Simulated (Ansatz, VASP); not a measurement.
# LiH: VASP beside Ansatz

Contents of POSCAR:

```
LiH
1.0
    1.9823035722      1.9823035722      0.0000000000
   -1.9823035722      1.9823035722      0.0000000000
    0.0000000000      1.9823035722      2.0088312858
Li H
1 1
Direct
    0.0000000000      0.0000000000      0.0000000000
    0.5000000000      0.5000000000      0.0000000000
```

File INCAR.step1:

```
SYSTEM = LiH
  PREC = Accurate
  ENCUT = 520
  ISMEAR = 0
  SIGMA = 0.01
  LREAL = .False.
  LASPH = .True.
  NELM = 60
  NBANDS = 9
  GGA = PE
  ALGO = Normal
  EDIFF = 1E-4
  LWAVE = .True.
  LCHARG = .False.
```

INCAR.step2

```
SYSTEM = LiH
  PREC = Accurate
  ENCUT = 520
  EDIFF = 1E-6
  ISMEAR = 0
  SIGMA = 0.01
  LREAL = .False.
  LASPH = .True.
  NELM = 60
  ALGO = Normal
  ISIF = 2
  LWAVE = .False.
  LCHARG = .False.
  METAGGA = R2SCAN
  LMIXTAU = .True.
  NBANDS = 9
  ISTART = 1
```

KPOINTS

```
Automatic mesh
0
Gamma
  10 10 10
  0 0 0
```

Input for Ansatz:

```yaml
crystal:
  lattice:
    - [1.98230357222, 1.98230357222, 0.0]
    - [-1.98230357222, 1.98230357222, 0.0]
    - [0.0, 1.98230357222, 2.00883128578]
  atoms:
    - { symbol: Li, position: [0.0, 0.0, 0.0] }
    - { symbol: H, position: [0.5, 0.5, 0.0] }
kpoints:
  mp_grid: { grid: [10, 10, 10] }
scf:
  occupations: { method: fixed }
  convergence: { dr2_threshold: 1.0e-10 }
hamiltonian:
  xc: r2scan
  pseudopotentials: { kind: paw }
output:
  forces: true
  stress: true
  eigenstates:
    kpoints:
      - [0.0, 0.0, 0.0]
      - [-0.5, 0.5, 0.0]
      - [-0.5, -0.5, -0.5]
      - [0.0, 0.0, -0.5]
      - [0.0, -0.5, -0.5]
      - [0.0, 0.5, 0.0]
      - [-0.5, 0.0, 0.0]
      - [-0.5, 0.0, -0.5]
  eigenvalues: true
```

Change from the starting cell: film at in-plane strain -0.01.

Alike in both runs: task single point; functional r2SCAN; k mesh 10 × 10 × 10; no spin polarisation.

|  | VASP | Ansatz |
| --- | --- | --- |
| version | VASP 6.6.1 | Ansatz 0.2.0 |
| potentials or method | VASP PAW PBE potentials, release 64 (Li_sv, H) | PAW with Ansatz's default frozen-core files, scalar-relativistic |
| plane-wave cutoff (eV) | 520 | 500 |
| occupations | gaussian, width 0.01 eV | fixed |
| valence electrons in the cell | 4 | 4 |

|  | VASP | Ansatz | Ansatz less VASP |
| --- | --- | --- | --- |
| gap on the k mesh at the Fermi level (eV) | 3.41 | 3.46 | +0.047 |

 A k mesh can miss the band edges.
